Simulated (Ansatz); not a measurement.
# Al₃Cu: enthalpy under pressure, worked through

All numbers below come from DFT r2SCAN, scalar-relativistic, plane waves, PAW (Ansatz 0.2.0). Settings: 500 eV cutoff, 16×16×6 k-mesh, Gaussian smearing of 0.10 eV, no spin polarisation.

The relaxed crystal:

```
CELL_PARAMETERS angstrom
2.77378 0.00000 0.00000
0.00000 2.77378 0.00000
0.00000 0.00000 7.59186
ATOMIC_POSITIONS crystal
Al 0.00000 0.00000 0.50000
Al 0.50000 0.50000 0.22264
Al 0.50000 0.50000 0.77736
Cu 0.00000 0.00000 0.00000
```

Cell and atoms were relaxed at each target pressure within the start's symmetry (P4/mmm), at zero temperature; other phases can be more stable under pressure. H = E + PV with P the target; E is the free energy at the smearing used, whose derivative the pressure is, per atom and counted from zero pressure.

| P (GPa) | V (Å³/atom) | E − E0 (meV) | H − H0 (meV) |
| --- | --- | --- | --- |
| 0 | 14.603 | 0.0 | 0.0 |
| 3 | 14.221 | 3.4 | 269.7 |
| 8 | 13.686 | 21.4 | 704.8 |
| 15 | 13.076 | 64.6 | 1288.8 |
| 30 | 12.099 | 199.0 | 2464.5 |
| 60 | 10.838 | 543.8 | 4602.4 |

Q: Thermodynamics gives dH/dP = V along a relaxed path. Integrate V over P by the trapezoid rule and compare with the computed enthalpies.

A: With 1 eV/Å³ = 160.22 GPa, each step adds the mean volume times ΔP / 160.22:
```tsv
P (GPa)	∫V dP (meV)	H − H0 (meV)	difference (meV)
3	269.9	269.7	0.1
8	705.3	704.8	0.5
15	1289.9	1288.8	1.2
30	2468.4	2464.5	3.9
60	4615.8	4602.4	13.4
```

V(P) curves upward, so the trapezoid rule runs high; integrating a smooth curve through the same points puts that excess at about 13.6 meV at 60 GPa, against the 13.4 meV found.

Q: At 60 GPa, how much of the enthalpy change is stored energy and how much is the PV term?

A: E rises by 544 meV/atom and PV is 60 × 10.838 / 160.22 = 4059 meV/atom, so PV makes 88 % of ΔH. So between rival structures at high pressure a small difference in volume can outweigh the difference in energy: 1 % of this volume is worth 40.6 meV/atom at this pressure.

Q: What bulk modulus do the lowest pressures give, and how is the compression shared among the axes?

A: From the pressures that the runs reached, -3.00 GPa (15.047 Å³) and 2.98 GPa (14.221 Å³), B = −ΔP/Δln V = 5.98 / 0.0565 = 106 GPa, a mean over that range. The linear compressibilities −Δln(length)/ΔP are 3.03 along a, 3.03 along b, 3.41 along c (in TPa⁻¹). With fixed angles they add up to 1/B: 9.46 against 9.46. Softest: c, at 36 % of the volume change per axis.